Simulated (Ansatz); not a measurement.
What strain does to LiH (rocksalt)

LiH in the rocksalt structure, relaxed with r2SCAN in the PAW code Ansatz. Space group Fm-3m (No. 225), cubic; conventional cell a = 4.006 Å, 8.04 Å³ an atom. Li is surrounded by 6 H at 2.00 Å; H is surrounded by 6 Li at 2.00 Å.

The axes x, y and z are those of this cell:
```
CELL_PARAMETERS angstrom
0.00000 2.00299 2.00299
2.00299 0.00000 2.00299
2.00299 2.00299 0.00000
ATOMIC_POSITIONS crystal
Li 0.00000 0.00000 0.00000
H 0.50000 0.50000 0.50000
```

Unstrained: The PBE gap is direct at X: 2.984 eV. r2SCAN gives a direct gap of 3.630 eV at X. HSE06 gives a direct gap of 3.971 eV at X. Meshes: PBE 10×10×10, r2SCAN 10×10×10, HSE06 8×8×8. Strains are changes of length per length, and xy shears are angles. After each strain the atoms were relaxed again with r2SCAN within the symmetry that the strain leaves, so tilts or polar shifts that break it weren't tested; points keep the names that they have in the unstrained zone. (Simulation; spin polarisation is off.)

Changes of the least gap in eV (an overlap counts as a negative gap):

| strain | volume change (%) | space group | PBE | r2SCAN | HSE06 | energy rise, r2SCAN (meV/atom) |
| --- | --- | --- | --- | --- | --- | --- |
| xy shear, engineering strain (angle) -5.97 % | -0.1 | Immm | -0.027 | -0.028 | -0.029 | 4.6 |
| uniaxial +4.11 % along x | +4.1 | I4/mmm | -0.411 | -0.430 | -0.441 | 3.1 |
| epitaxial +5.98 % in the xy plane, free normal strain -1.89 % | +10.2 | I4/mmm | -0.602 | -0.634 | -0.664 | 13.9 |

Xy shear, engineering strain (angle) -5.97 %. HSE06: the gap goes from 3.971 to 3.942 eV (-0.029 eV); it turns from direct (X) to indirect (X → X [(1/2, 1/2, 0)]); least and direct gap lie within 0.04 eV, so its kind isn't settled. Stress change with r2SCAN, compression positive: xx +0.13, yy +0.13, zz -0.14, xy +3.10 GPa.

Uniaxial +4.11 % along x, other directions held. HSE06: the gap goes from 3.971 to 3.530 eV (-0.441 eV); it turns from direct (X) to indirect (X → X [(0, 1/2, 1/2)]). Stress change with r2SCAN, compression positive: xx -2.84, yy -0.48, zz -0.48 GPa.

Epitaxial +5.98 % in the xy plane, free normal strain -1.89 %. HSE06: the gap goes from 3.971 to 3.307 eV (-0.664 eV); it turns from direct (X) to indirect (X → X [(1/2, 0, 1/2)]). Stress change with r2SCAN, compression positive: xx -4.02, yy -4.02, zz +0.04 GPa.

The meshes of the hybrids are coarse, so their gaps aren't converged to the digits shown.
